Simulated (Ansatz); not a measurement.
## ⁶³Cu NMR of the central transition in ZnCu2SnS4

Cell: a refined structure from the COD, ions relaxed with PBE at fixed cell.

Space group I-4 (No. 82); a = 5.4342, c = 10.8496 Å.

```csv
site,Wyckoff,site symmetry,x,y,z
Zn,2d,-4..,0.5000,0.0000,0.2500
Cu2,2a,-4..,0.0000,0.0000,0.0000
Cu3,2c,-4..,0.0000,0.5000,0.2500
Sn,2b,-4..,0.0000,0.0000,0.5000
S,8g,1,0.7664,0.2409,0.1297
```

One atom of each set is listed; the run and its k-mesh use a cell of 8 atoms with edges of 6.65, 6.65, 6.65 Å.

Level of theory: DFT, r2SCAN, plane waves and PAW, scalar-relativistic, 500 eV cutoff, Γ-centred 7×7×7 k-points, Fermi–Dirac smearing 0.02 eV (Ansatz 0.2.0).

⁶³Cu has I = 3/2 and Q = -220.0 mb (Pyykkö 2018); at 23.5 T its Larmor frequency is ν₀ = 265.5 MHz. Only the quadrupole interaction is simulated: positions count from each site's isotropic chemical shift, and J coupling is left out, as are shift anisotropy and dipolar coupling, which fast spinning averages.

(1) Give C_Q, η, the quadrupolar product P_Q = |C_Q|(1 + η²/3)^½, the second-order isotropic shift and the breadth of the pattern (fast magic-angle spinning) for each Cu site.

Answers

(1) 

```
site    first shell  C_Q (MHz)     η  P_Q (MHz)  δ_QIS (ppm)  breadth (kHz)
 Cu2  4 S at 2.30 Å      -7.30  0.00       7.30        -18.9           10.8
 Cu3  4 S at 2.30 Å       2.92  0.00       2.92        -3.03           1.73
```

δ_QIS = −(ν_Q²/30ν₀²)[I(I+1) − 3/4](1 + η²/3) × 10⁶ ppm with ν_Q = 3|C_Q|/[2I(2I−1)]; it falls as 1/B₀² in ppm, and the breadth as 1/B₀ in kHz.

An axis of threefold or higher order runs through Cu2 and Cu3, so V_zz lies along it and η is zero.

With a gap of 0.4 eV on this mesh, small gradients can still move by 0.1 × 10²¹ V/m² or more as the k-mesh gets denser.

Hardware: 1 thread of Arm Neoverse V1 (aarch64; 8 cores open to the job, memory cap 3.0 GiB, no GPU), a shared host with a load of 0.8 a core. Wall time 2.6 min, CPU time 2.6 min, peak memory 1.1 GiB.
